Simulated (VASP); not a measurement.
Here is a VASP 6.6.1 calculation.

File INCAR:

```
PREC = Accurate
ENCUT = 520
EDIFF = 1E-6
ISMEAR = 1
SIGMA = 0.1
LREAL = False
LASPH = True
NELM = 80
ALGO = Normal
ISIF = 2
LWAVE = False
LCHARG = False
GGA = PE
NBANDS = 21
ICORELEVEL = 1
```

Contents of KPOINTS:

```
regular mesh
0
Gamma
  15 15 13
```

File POSCAR:

```
Ru
1.0
    2.7179488500      0.0000000000      0.0000000000
   -1.3589740700      2.3538131300      0.0000000000
    0.0000000000      0.0000000000      4.3005680000
Ru
2
Direct
    0.3333330000      0.6666660000      0.2500000000
    0.6666670000      0.3333340000      0.7500000000
```

Potentials or basis: VASP PAW PBE potentials, release 64 (Ru_pv).

The run is started by

```bash
$ cat potpaw_PBE.64/Ru_pv/POTCAR > POTCAR
$ mpirun -np 1 vasp_std > vasp.out
```

(1) Estimate the pressure.

(2) Estimate the band gap on the k mesh.

Results:

(1) 0.0 GPa.

(2) none (metal or under the smearing width).
